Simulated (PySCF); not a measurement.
How well do the runs reproduce experiment for malononitrile?

**Measured values to compare with.**

NIST CCCBDB Release 22 (SRD 101), experimental dipoles lists, for the gas: dipole moment (microwave Stark effect) 3.73 D.

From NIST CCCBDB Release 22 (SRD 101), experimental polarizabilities, for the gas: mean polarisability 5.79 Å³.

The runs below try to reproduce these values; the comparison stands at the end.

Species: malononitrile, C3H2N2.
SMILES with atom numbers: `[N:1]#[C:2][CH2:3][C:4]#[N:5]` (hydrogens: H6, H7 on C3)

Geometry (PBE0-D3(BJ)/def2-TZVP, Å), atoms numbered from 1 in this order:
```xyz
7
C3H2N2 angstrom
N      0.0581    1.8982    0.6462
C     -0.1622    0.8526    0.2281
C     -0.4755   -0.4657   -0.3102
C      0.6570   -1.3820   -0.2533
N      1.5325   -2.1227   -0.2201
H     -1.3115   -0.8931    0.2518
H     -0.8001   -0.3605   -1.3499
```

Runs made with PySCF (gas phase, on this PBE0-D3(BJ)/def2-TZVP geometry; no spin–orbit coupling):

```
                              level                                                                                         job  basis functions  wall time
PBE0-D3(BJ)/def2-TZVP, grid level 2                                geometry optimisation from a GFN2-xTB start shaken at random              167       28 s
                     B97-2/pcSseg-2                                                                                  shieldings              208      8.4 s
                       KT3/pcSseg-2                                                                                  shieldings              208       12 s
                      PBE0/pcSseg-2                                                     shieldings, charges and field gradients              208      9.3 s
                   wB97X-D/pcSseg-2                                                                                  shieldings              208       10 s
              CAM-B3LYP/aug-cc-pVTZ                          10 singlets by full TDDFT, 4 Tamm–Dancoff triplets, polarisability              276       18 s
                   PBE0/aug-cc-pVTZ  10 singlets by full TDDFT, 4 Tamm–Dancoff triplets, polarisability, dynamic polarisability              276       17 s
                wB97X-D/aug-cc-pVTZ               10 singlets by full TDDFT, 4 Tamm–Dancoff triplets, polarisability, ΔSCF ions              276       62 s
                        B3LYP/pcJ-2                                                 spin–spin couplings from 7 perturbed nuclei              303       21 s
                        B97-2/pcJ-2                                                 spin–spin couplings from 7 perturbed nuclei              303       21 s
                         PBE0/pcJ-2                                                 spin–spin couplings from 7 perturbed nuclei              303       21 s
```

Hardware: one thread, Intel Xeon 6975P-C (x86_64), shared host.

Results beside the measurements:

**Dipole moment.** Measured: 3.73 D (NIST CCCBDB Release 22 (SRD 101), experimental dipoles).

```json
{"level": "PBE0-D3(BJ)/def2-TZVP", "computed (D)": "3.86", "computed − measured (D)": "+0.13", "% (from the printed values)": "+3"}
{"level": "B97-2/pcSseg-2", "computed (D)": "3.87", "computed − measured (D)": "+0.14", "% (from the printed values)": "+4"}
{"level": "KT3/pcSseg-2", "computed (D)": "3.73", "computed − measured (D)": "0.00", "% (from the printed values)": "0"}
{"level": "PBE0/pcSseg-2", "computed (D)": "3.89", "computed − measured (D)": "+0.16", "% (from the printed values)": "+4"}
{"level": "wB97X-D/pcSseg-2", "computed (D)": "3.92", "computed − measured (D)": "+0.19", "% (from the printed values)": "+5"}
{"level": "CAM-B3LYP/aug-cc-pVTZ", "computed (D)": "3.92", "computed − measured (D)": "+0.19", "% (from the printed values)": "+5"}
{"level": "PBE0/aug-cc-pVTZ", "computed (D)": "3.87", "computed − measured (D)": "+0.14", "% (from the printed values)": "+4"}
{"level": "wB97X-D/aug-cc-pVTZ", "computed (D)": "3.89", "computed − measured (D)": "+0.16", "% (from the printed values)": "+4"}
{"level": "B3LYP/pcJ-2", "computed (D)": "3.89", "computed − measured (D)": "+0.16", "% (from the printed values)": "+4"}
{"level": "B97-2/pcJ-2", "computed (D)": "3.87", "computed − measured (D)": "+0.14", "% (from the printed values)": "+4"}
{"level": "PBE0/pcJ-2", "computed (D)": "3.89", "computed − measured (D)": "+0.16", "% (from the printed values)": "+4"}
```

The computed dipoles belong to one fixed geometry; measured ones are averaged over vibrations unless marked μe. Magnitudes are compared, not signs.

**Mean polarisability.** Measured: 5.79 Å³ (NIST CCCBDB Release 22 (SRD 101), experimental polarizabilities).

| level | computed (Å³) | computed − measured (Å³) | % (from the printed values) |
| --- | --- | --- | --- |
| CAM-B3LYP/aug-cc-pVTZ | 6.30 | +0.51 | +9 |
| PBE0/aug-cc-pVTZ | 6.31 | +0.52 | +9 |
| wB97X-D/aug-cc-pVTZ | 6.31 | +0.52 | +9 |

All 3 levels lie above the measurement. The computed values are static and purely electronic, with core orbitals frozen in the response (1 au = 0.148185 Å³). The table of measured values doesn't say here whether a value is static or optical, or holds a vibrational part.

The geometry is computed, not the measured one. Where a level misses, the cause wasn't examined.
